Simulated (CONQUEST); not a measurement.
# Hf (P6_3/mmc) in CONQUEST: notebook

One crystal, Hf, is run at these levels: PBE, B86bPBE; tasks: density of states.

All numbers are computed with CONQUEST 1.3; they aren't measurements. Logs are shortened: lines on timing, memory, paths and dates and some standing lists are left out, and cuts for length are marked.

**1. The undisturbed crystal**

It takes space group P6_3/mmc (No. 194, hexagonal). The conventional cell has a = 3.197 Å, b = 3.197 Å, c = 5.058 Å, α = 90.00°, β = 90.00°, γ = 120.00°. Around Hf (site symmetry -6m2) lie 12 Hf at 3.13 to 3.20 Å.

**2. Density of states, PBE (atoms moved at random, drawn with an rms of 0.15 Å)**

The input, Conquest_input:

```
IO.Title Hf
IO.Coordinates coords.dat
IO.FractionalAtomicCoords T
IO.Iprint 2
IO.Iprint_init 1
General.NumberOfSpecies 1
General.PseudopotentialType hamann
General.DistanceUnits A
AtomMove.TypeOfRun static
AtomMove.FullStress T
Grid.GridCutoff 120
DM.SolutionMethod diagon
Diag.MPMesh T
Diag.GammaCentred T
Diag.MPMeshX 7
Diag.MPMeshY 5
Diag.MPMeshZ 4
Diag.kT 0.00367493
minE.SCTolerance 1e-6
Diag.SmearingType 1
Diag.MPOrder 1
SC.MaxIters 100
IO.AtomChargeOutput T
IO.writeDOS T
IO.write_proj_DOS T
%block ChemicalSpeciesLabel
1 178.490 Hf
%endblock
```

The input, coords.dat:

```
    3.1967000000     0.0000000000     0.0000000000
    0.0000000000     5.0578000000     0.0000000000
    0.0000000000     0.0000000000     5.5368468170
4
  0.0119360000   0.7439460000   0.3050870000 1 T T T
  0.5119360000   0.7439460000   0.8050870000 1 T T T
  0.4933005000   0.2671660000   0.1646595000 1 T T T
  0.9933005000   0.2671660000   0.6646595000 1 T T T
```

The input, Conquest_input (lines added for PostProcessCQ):

```
Process.Job pdos
Process.min_DOS_E -0.8202
Process.max_DOS_E 0.1798
Process.sigma_DOS 0.003
Process.n_DOS 301
Process.pDOS_l_resolved T
```

Potentials or basis: PseudoDojo NC PBE, DZP, grid cutoff 120 Ha.

Started as:

```console
$ Conquest
$ PostProcessCQ   # after the lines are added to Conquest_input
```

What it wrote:

```text
Simulation cell dimensions:     3.1967 A  x     5.0578 A  x     5.5368 A

      Atomic coordinates (A )
         Atom         X         Y         Z  Species
            1    0.0721    7.1105    3.1922        1
            2    3.0925    7.1105    8.4237        1
            3    2.9800    2.5535    1.7229        1
            4    6.0004    2.5535    6.9544        1

         Monkhorst-Pack mesh:   7 x   5 x   4 gamma-centred
        This calculation includes non-local pseudopotentials,
         with a maximum core radius of      8.28664387

    Job title: Hf
    Job to be run: static calculation

    Ground state search:
      Support functions represented with PAO basis
      1:1 PAO to SF mapping
      Non-spin-polarised electrons
      Solving for the K matrix using diagonalisation
      Using order  1 Methfessel-Paxton smearing

    Integration grid size:     32 x   48 x   60

    Integration grid spacing:  0.100 A  x 0.105 A  x 0.092 A

    Number of species:  1
    --------------------------------------------------------
    |   #  mass (au)  Charge (e)  SF Rad (A )  NSF  Label  |
    --------------------------------------------------------
    |   1    178.490      12.000        4.531   19  Hf     |
    --------------------------------------------------------
          SCF tolerance:                 0.00000100
          SCF iterations:               100

    The functional used will be GGA PBE96

           radial cut-off to be used is taken to be max PAO cut-off radius for this species:    8.286644

           greatest ang. mom. for making density from PAOs:  2
    Minimum blocs/proc is     1440. Maximum blocs/proc is     1440
    set_atom_dens: In set_atomic_density, electrons :      48.000000000000
 matrix_size & matrix_size_padH =           76          76

    Screened ion int: energy:    -149.451507815089 Ha

    new_SC_potl: Starting.  Tolerance:  0.10000E-05

    PulayMixSC: Starting Pulay mixing, A_up =  0.500 A_dn =  0.500
    PulayMixSC: Spin non-polarised calculation.
          Harris-Foulkes Energy            :      -225.633071290204242 Ha
          GroundState Energy (kT --> 0)    :      -225.633160807992681 Ha
          Free Energy (E-TS)               :      -225.633205566886886 Ha
          DFT Total Energy                 :      -225.598395646874991 Ha
          Total number of electrons        :        48.000000000000000
    PulayMixSC: Pulay iteration     1 residual:              0.19282E-02
          Harris-Foulkes Energy            :      -225.612767692187902 Ha
          GroundState Energy (kT --> 0)    :      -225.612876491495001 Ha
          Free Energy (E-TS)               :      -225.612930891148551 Ha
          DFT Total Energy                 :      -225.609246324066930 Ha
          Total number of electrons        :        48.000059976763154
    PulayMixSC: Pulay iteration     2 residual:              0.70969E-03
          Harris-Foulkes Energy            :      -225.611468396715054 Ha
          GroundState Energy (kT --> 0)    :      -225.611547851056287 Ha
          Free Energy (E-TS)               :      -225.611587578226903 Ha
          DFT Total Energy                 :      -225.609351910872988 Ha
          Total number of electrons        :        48.000100433837517
    PulayMixSC: Pulay iteration     3 residual:              0.26494E-03
          Harris-Foulkes Energy            :      -225.610865653002634 Ha
          GroundState Energy (kT --> 0)    :      -225.610967006070013 Ha
          Free Energy (E-TS)               :      -225.611017682603688 Ha
          DFT Total Energy                 :      -225.610648256136358 Ha
          Total number of electrons        :        48.000109690020963
    PulayMixSC: Pulay iteration     4 residual:              0.10973E-03
          Harris-Foulkes Energy            :      -225.610805825060652 Ha
          GroundState Energy (kT --> 0)    :      -225.610901738070169 Ha
          Free Energy (E-TS)               :      -225.610949694574913 Ha
          DFT Total Energy                 :      -225.610805456155191 Ha
          Total number of electrons        :        48.000119685121533
    PulayMixSC: Pulay iteration     5 residual:              0.74671E-05
          Harris-Foulkes Energy            :      -225.610805832946198 Ha
          GroundState Energy (kT --> 0)    :      -225.610901952226016 Ha
          Free Energy (E-TS)               :      -225.610950011865896 Ha
          DFT Total Energy                 :      -225.610802417549678 Ha
          Total number of electrons        :        48.000119496654037
    PulayMixSC: Pulay iteration     6 residual:              0.79804E-05
          Harris-Foulkes Energy            :      -225.610805996601272 Ha
          GroundState Energy (kT --> 0)    :      -225.610902077695812 Ha
          Free Energy (E-TS)               :      -225.610950118243096 Ha
          DFT Total Energy                 :      -225.610803573165470 Ha
          Total number of electrons        :        48.000119444679719
    PulayMixSC: Pulay iteration     7 residual:              0.68379E-05
          Harris-Foulkes Energy            :      -225.610805093935369 Ha
          GroundState Energy (kT --> 0)    :      -225.610901206215374 Ha
          Free Energy (E-TS)               :      -225.610949262355405 Ha
          DFT Total Energy                 :      -225.610805092933219 Ha
          Total number of electrons        :        48.000119596838708
    PulayMixSC: Pulay iteration     8 residual:              0.35121E-06
    PulayMixSC: Reached SCF tolerance of  0.35121E-06 after      8 iterations
      | Number of electrons      =        48.000120
      |* band energy as 2Tr[K.H] =       -57.046452800306660 Ha
      |  screened ion-ion energy =      -149.451507815088746 Ha
      |  Ha correction           =         1.429834051428341 Ha
      |  XC correction           =       -20.542669124343821 Ha
      | GS Energy with kT -> 0   =      -225.610901206215374 Ha
      | Free Energy as E-TS      =      -225.610949262355405 Ha
      |* Harris-Foulkes energy   =      -225.610805093935369 Ha
      |* DFT total energy        =      -225.610805092933219 Ha
      |  estimated accuracy      =        -0.000000001002149 Ha
    get_E_and_F: Change in energy during last step of electronic optimisation:  0.90267E-06

    BIBLIOGRAPHY: Please consider citing the following references in the conquest.bib file

    CONQUEST:         Bowler2002pt, Miyazaki2004, Nakata2020
    Basis:            Bowler2019
    DM:               Bowler:2006xr
    Pseudopotentials: Hamann2013, Bowler2019
    XC functional:    Perdew1996
```

DOS.dat:

```text
# Spin 1
# Original Fermi-level:     -5.99224 eV
# DOS shifted relative to Fermi-level
#  Energy (eV)     DOS (/eV)    Local iDOS
     -16.65307       0.00000       0.00000
     -16.56019       0.00000       0.00000
     -16.46731       0.00000       0.00000
     -16.37443       0.00000       0.00000
     -16.28155       0.00000       0.00000
     -16.18867       0.00000       0.00000
[... 293 lines left out ...]
      11.11850       1.30330      53.07864
      11.21139       0.87584      53.15999
&
```

Run time: 78 s. Hardware: 1 thread of Intel Xeon Platinum 8488C (Sapphire Rapids), shared host; peak memory 0.91 GiB.

What came out:

```
Free energy            : -6139.1867 eV
Band gap on the k mesh : none (metal or under the smearing width)
```

States per cell in windows of 1 eV (zero at the Fermi level; states under -8 eV left out):
```csv
from (eV),total,Hf_d,Hf_p,Hf_s
-8.0,0.03,0.00,0.00,0.03
-7.0,0.37,0.01,0.06,0.30
-6.0,0.72,0.07,0.20,0.45
-5.0,0.92,0.23,0.26,0.43
-4.0,2.43,1.44,0.36,0.62
-3.0,3.41,2.69,0.29,0.43
-2.0,4.32,3.82,0.38,0.13
-1.0,3.90,3.31,0.47,0.12
0.0,5.91,5.13,0.60,0.19
1.0,5.46,4.86,0.48,0.13
2.0,2.30,2.18,0.10,0.02
3.0,2.80,2.69,0.07,0.04
4.0,3.26,3.00,0.13,0.13
5.0,5.17,4.74,0.26,0.17
6.0,4.25,3.41,0.38,0.45
7.0,1.98,0.96,0.52,0.50
```

Caveat: the log labels positions in bohr as Å; the basis of atomic orbitals isn't converged, which shifts pressures, moduli and gaps. Spin-orbit coupling is left out, which matters for the levels of Hf.

**3. Density of states, B86bPBE (volume scaled by 0.92)**

Edit Conquest_input of step 2 so:

```diff
@@ -2,3 +2,3 @@
 IO.Coordinates coords.dat
-IO.FractionalAtomicCoords T
+IO.FractionalAtomicCoords F
 IO.Iprint 2
@@ -8,2 +8,4 @@
 General.DistanceUnits A
+General.FunctionalType -105130
+General.DifferentFunctional T
 AtomMove.TypeOfRun static
@@ -14,4 +16,4 @@
 Diag.GammaCentred T
-Diag.MPMeshX 7
-Diag.MPMeshY 5
+Diag.MPMeshX 6
+Diag.MPMeshY 4
 Diag.MPMeshZ 4
@@ -19,4 +21,2 @@
 minE.SCTolerance 1e-6
-Diag.SmearingType 1
-Diag.MPOrder 1
 SC.MaxIters 100
```

The input, coords.dat:

```
    3.1090747010     0.0000000000     0.0000000000
    0.0000000000     4.9191597650     0.0000000000
    0.0000000000     0.0000000000     5.3850753460
4
  0.0000000000   3.6893698237   1.7950251135 1 T T T
  1.5545373505   3.6893698237   4.4875627865 1 T T T
  0.0000000000   1.2297899412   3.5900502325 1 T T T
  1.5545373505   1.2297899412   0.8975125595 1 T T T
```

The input, Conquest_input (lines added for PostProcessCQ):

```
Process.Job pdos
Process.min_DOS_E -0.6822
Process.max_DOS_E 0.1178
Process.sigma_DOS 0.005
Process.n_DOS 301
Process.pDOS_l_resolved T
```

Potentials or basis: PseudoDojo NC PBE, DZP, grid cutoff 120 Ha.

Started as:

```console
$ Conquest
$ PostProcessCQ   # after the lines are added to Conquest_input
```

Wall time 59 s (1 thread of Intel Xeon Platinum 8488C (Sapphire Rapids), shared host); peak memory 0.97 GiB.

The run converged. Its results:

| Item | Value |
| --- | --- |
| Free energy | -6143.6113 eV |
| Band gap on the k mesh | none (metal or under the smearing width) |

States per cell in windows of 1 eV (zero at the Fermi level; states under -8 eV left out):
```tsv
from (eV)	total	Hf_d	Hf_p	Hf_s
-8.0	0.10	0.00	0.01	0.09
-7.0	0.41	0.01	0.09	0.30
-6.0	0.57	0.07	0.17	0.32
-5.0	1.17	0.41	0.31	0.45
-4.0	2.83	1.89	0.35	0.59
-3.0	3.21	2.68	0.22	0.31
-2.0	3.94	3.49	0.30	0.15
-1.0	3.65	3.23	0.31	0.11
0.0	5.48	4.78	0.49	0.21
1.0	5.75	4.98	0.60	0.17
2.0	2.80	2.67	0.11	0.02
3.0	1.83	1.77	0.04	0.03
4.0	2.54	2.38	0.10	0.06
5.0	4.04	3.66	0.19	0.19
6.0	4.88	4.44	0.26	0.19
7.0	2.61	1.65	0.48	0.47
```

Caveat: the log labels positions in bohr as Å; the potentials were made for another functional, which shifts forces and pressure; the basis of atomic orbitals isn't converged, which shifts pressures, moduli and gaps. The run has no spin-orbit coupling, so splittings on Hf are missing.

**4. The reference run**

An earlier run on the cell as given: functional PBE; potentials or basis PseudoDojo NC PBE, DZP, grid cutoff 120 Ha; k mesh 8 × 5 × 5; occupations fermi-dirac, width 0.05 eV; no spin polarisation.

- Pressure: 1.1 GPa
- Largest force: 0.004 eV/Å
- Band gap on the k mesh: none (metal or under the smearing width)

**5. Overview**

| task | level | cell | k mesh | smearing | gap on the mesh (eV) |
| --- | --- | --- | --- | --- | --- |
| density of states | PBE | atoms moved at random, drawn with an rms of 0.15 Å | 7 × 5 × 4 | methfessel-paxton of order 1 0.1 eV | none |
| density of states | B86bPBE | volume scaled by 0.92 | 6 × 4 × 4 | fermi-dirac 0.1 eV | none |
| single point | PBE | as given | 8 × 5 × 5 | fermi-dirac 0.05 eV | none |

Alike in all rows: potentials or basis PseudoDojo NC PBE, DZP, grid cutoff 120 Ha; no spin polarisation.

Caveats: the basis of atomic orbitals isn't converged, which shifts pressures, moduli and gaps; the potentials were made for another functional, which shifts forces and pressure (some runs); the box holds several primitive cells, so bands are folded and the points are those of the box's own zone (some runs).

Absolute energies hang on the potentials; compare differences alone.
